## Aluminium squeezed, and aluminium stretched

Squeezing aluminium by a quarter of its volume takes more than 40 GPa and nearly half an electronvolt per atom. What happens when the same crystal is stretched by about a quarter instead? A spring would pull back as hard as it had pushed. The six results below, from density functional calculations, are enough for a forecast of the seventh.

Ansatz 0.2.0, density functional theory (PBE, scalar-relativistic, PAW) for face-centred cubic aluminium at fixed cells, with a 420 eV plane-wave cutoff, 8×8×8 k mesh, 0.1 eV Gaussian smearing and no spin polarization. Energies are taken to zero smearing, relative to aluminium's standard crystal in the same functional; pressure and stresses are positive in compression.

| volume (Å³/atom) | shortest distance (Å) | energy over elements (eV/atom) | pressure (GPa) | stress xx (GPa) | stress yy (GPa) | stress zz (GPa) |
| --- | --- | --- | --- | --- | --- | --- |
| 12.307 | 2.591 | 0.453 | 43.51 | 43.51 | 43.52 | 43.50 |
| 14.221 | 2.719 | 0.110 | 16.49 | 16.49 | 16.49 | 16.49 |
| 16.472 | 2.856 | 0.007 | 0.22 | 0.22 | 0.22 | 0.22 |
| 16.582 | 2.862 | 0.007 | -0.32 | -0.32 | -0.32 | -0.32 |
| 16.603 | 2.864 | 0.007 | -0.42 | -0.42 | -0.42 | -0.42 |
| 16.989 | 2.886 | 0.011 | -2.17 | -2.17 | -2.17 | -2.17 |
| 20.788 | 3.086 | ? | ? | ? | ? | ? |

Positive pressure means that the crystal pushes outward, negative pressure that it pulls inward. The energy over elements is the energy per atom above the standard crystal of aluminium, and the three stresses are the pressures along x, y and z. All six known rows are the same metal in the same face-centred cubic arrangement, apart from a negligible distortion in the most compressed one. They can therefore be read as one curve.

### Where the crystal is at rest

The pressure changes sign between 16.472 and 16.582 Å³ per atom, and interpolation puts the rest volume at 16.52 Å³. The energy is a poor guide here, because it is flat around its minimum and the three nearest rows agree to the last printed digit. The pressure is the slope of the energy against volume, with the sign reversed, so it still changes clearly where the energy hardly does.

The energy at rest is 0.007 eV rather than zero, although this crystal is aluminium's own standard form. A different sampling of the electron states in the reference calculation is a likely but untested reason. The reference energy behind this offset is the same in every row, so it drops out of energy differences.

### Why pushing and pulling should differ

In the simplest picture of such a metal, three energies compete. Electrostatic attraction between ions and electrons holds the crystal together and grows as V^(−1/3), where V is the volume per atom. The kinetic energy of the confined electrons opposes it and grows as V^(−2/3). The exclusion of these electrons from the space of the inner shells opposes it too, roughly as V^(−1).

Take away a quarter of the volume, and the attraction grows by about 10%, the kinetic energy by about 20% and the exclusion term by about 33%. The repulsive terms run away from the attraction, so each further step of compression is harder than the last.

On stretching, the repulsion fades faster than the attraction, and a net inward pull appears. But the attraction is fading as well, so the pull cannot keep growing in proportion to the stretch. This argument is theory: the table gives only a total energy, not its parts. It does predict the direction of the effect, a crystal that stiffens when squeezed and softens when stretched.

### A curve with a fading force

The model needs a force that starts in proportion to the stretch and then dies away. Let y be the interatomic distance divided by its value at rest, so that y = (V/V₀)^(1/3), with V₀ the rest volume. If the force is a linear stretch times an exponential decay, the pressure follows the Vinet equation:

P = 3B · (1 − y)/y² · exp[η(1 − y)]

Here B is the bulk modulus, the stiffness against a change of volume, and η sets how fast the force fades. Both were fitted to the six known pressures, with V₀ held at the value found above. The fit gives B ≈ 80 GPa, and near rest the stiffness rises by about 4.3 GPa for each GPa of pressure.

The area under the pressure curve is the work done, so the same two constants also yield energies once the small offset is added. These agree with the known energies to about 0.001 eV. That shows that pressures and energies belong to one smooth curve, though not that the exponential has the right physical origin.

### The forecast, worked through

At 20.788 Å³ the volume is 26% above rest, and y = (20.788/16.52)^(1/3) = 1.080. The factor (1 − y)/y² is then −0.068, and the exponential, with η = 4.95, is 0.67. With 3B = 241 GPa the product is about −11 GPa. A spring of constant stiffness would give −21 GPa.

For the energy, a triangle under the pressure curve is a first guess: half of 11 GPa times 4.3 Å³, divided by 160 GPa per eV/Å³, is 0.15 eV. The fitted curve bulges above the triangle, because its pull builds up quickly at first and more slowly later. The full area is 0.18 eV, to which the offset of 0.007 eV is added.

The forecasts are:

- **Pressure:** −11.1 GPa, give or take 1.0 GPa. This is about a quarter of the size found at 12.307 Å³, and well short of the constant spring.
- **Energy over elements:** 0.19 eV per atom, give or take 0.02 eV. The rise above the minimum is less than half of that at 12.307 Å³.
- **Stresses:** equal along the three axes within 0.05 GPa, because the crystal is cubic.

The ranges are judgements. The new point lies far outside the known volumes, and the electron states are sampled on a coarse mesh, which can shift energies by some thousandths of an electronvolt. The choice of curve matters as well: the Birch–Murnaghan equation, with as many constants, gives −11.8 GPa. The Vinet form is preferred because its force fades exponentially, whereas the other is an expansion in strain.

### The result

The withheld rows as computed:

| volume (Å³/atom) | shortest distance (Å) | energy over elements (eV/atom) | pressure (GPa) | stress xx (GPa) | stress yy (GPa) | stress zz (GPa) |
| --- | --- | --- | --- | --- | --- | --- |
| 20.788 | 3.086 | 0.190 | -10.51 | -10.51 | -10.51 | -10.51 |

The computed pressure is −10.5 GPa. The forecast pull was too strong by 0.6 GPa, or 6% of the computed value, and lies inside its range. The energy agrees with the forecast to the last printed digit, which is far better than the range promised. The three stresses are equal, as symmetry requires.

The expected asymmetry is there. For nearly equal changes of volume, the squeezed crystal pushes about four times as hard as the stretched one pulls. The energy rises differ less, by a factor of 2.4. Energy adds up the work along the whole path, including the stretch near rest where pushing and pulling are still alike, while pressure reports only the end point.

### Why the energy did better than the pressure

A pressure error that grew steadily from zero to 0.6 GPa would have spoiled the energy by about 0.008 eV. No such error appears. At 16.989 Å³ the calculation pulls slightly harder than the model, and at 20.788 Å³ it pulls less hard, so the two curves cross in between. Errors of opposite sign then cancel when the area is taken. Because the pressure is the slope of the energy on the same mesh, the close match in energy means that they cancel almost completely. Whether the crossing would survive on a finer mesh is untested.

The Birch–Murnaghan curve holds a warning. It follows the six known pressures more closely than the Vinet curve does, yet it misses the new one by 1.2 GPa, twice as much. The known rows are either compressed or close to rest, so a close fit to them is a weak test of how the force fades on stretching. One stretched row, computed on a coarse mesh, doesn't settle which curve is better in general, but it shows that the quality of a fit need not carry over to a region without data.

### What to use in practice

For small loads the constant spring is good enough. A pressure of 1 GPa changes the volume by roughly 1%, and the stiffness by about 5%. When the volume changes by a quarter, the spring fails by a factor of about two in both directions: it gives about 20 GPa either way, where the calculation finds 43.5 GPa of push and 10.5 GPa of pull.

The pull of 10.5 GPa is not a strength that a workpiece could reach. The calculation stretches a perfect crystal evenly in all directions and gives it no chance to slip or to open a void. Real aluminium does one or the other at far smaller loads. The printed analysis that follows sets the Vinet pressures and energies beside the computed ones, row by row.

Numerical output:

```
fit of pressure on 6 rows: coefficient of (1-y)/y**2*exp(s*(1-y)) 241.2 +/- 0.1, s 4.946; rms 0.016, worst 16.989 0.0376, leave-one-out rms 0.267
  rows outside the fit (model, value, miss): 20.788 -11.12, -10.51, -0.606
fit of pressure on 6 rows: coefficient of q**7-q**5 122 +/- 0.037, coefficient of (q**7-q**5)*(q**2-1) 4.318 +/- 0.18; rms 0.00217, worst 16.989 0.00402, leave-one-out rms 0.0331
  rows outside the fit (model, value, miss): 20.788 -11.76, -10.51, -1.25
equilibrium volume (Å³/atom): 16.52
bulk modulus at equilibrium, Vinet (GPa): 80.39
pressure derivative of the bulk modulus, Vinet: 4.297
volume change at 12.307 (%): -25.49
volume change at 20.788 (%): 25.86
straight-line pressure at 20.788 (GPa): -20.79
forecast pressure at 20.788 (GPa): -11.12
half-width of pressure forecast (GPa): 1
forecast energy over elements at 20.788 (eV/atom): 0.1898
half-width of energy forecast (eV/atom): 0.02
energy miss, forecast less computed (eV/atom): -0.000154
forecast size ratio of pressures, 12.307 to 20.788: 3.914
computed size ratio of pressures, 12.307 to 20.788: 4.14
forecast ratio of energy rises, 12.307 to 20.788: 2.439
computed ratio of energy rises, 12.307 to 20.788: 2.437
stress xx less stress zz at 20.788 (GPa): 0
model and calculation:
     row  P_model_GPa   P_GPa  E_model_eV   E_eV
  12.307        43.51   43.51      0.4524  0.453
  14.221         16.5   16.49      0.1108   0.11
  16.472       0.2197    0.22       0.007  0.007
  16.582       -0.314   -0.32    0.007033  0.007
  16.603      -0.4137   -0.42    0.007081  0.007
  16.989       -2.132   -2.17     0.01019  0.011
  20.788       -11.12  -10.51      0.1898   0.19
```
